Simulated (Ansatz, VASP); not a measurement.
## Two plane-wave programs on Ca

```
CELL_PARAMETERS angstrom
-2.16151 2.16151 2.16151
2.16151 -2.16151 2.16151
2.16151 2.16151 -2.16151
ATOMIC_POSITIONS crystal
Ca 0.00000 0.00000 0.00000
```

Alike in both runs: functional PBEsol; k mesh 14 × 14 × 14; occupations gaussian, width 0.1 eV; no spin polarisation.

Ansatz relaxed the structure, and its values are those at the end. VASP's run is a single point on that final structure, the one shown.

|  | VASP | Ansatz |
| --- | --- | --- |
| version | VASP 6.6.1 | Ansatz 0.2.0 |
| potentials or method | VASP PAW PBE potentials, release 64 (Ca_sv) | scalar-relativistic, plane waves, PAW |
| plane-wave cutoff (eV) | 520 | 420 |
| valence electrons in the cell | 10 | 10 |

```csv
,VASP,Ansatz,Ansatz less VASP
gap on the k mesh at the Fermi level (eV),none,none,-
pressure (GPa),0.0,0.0,-0.01
```

A gap of «none» marks a metal or a gap that the smearing closes.

Caveats: the PAW data sets were made with another functional, which shifts forces and pressure a little (VASP).
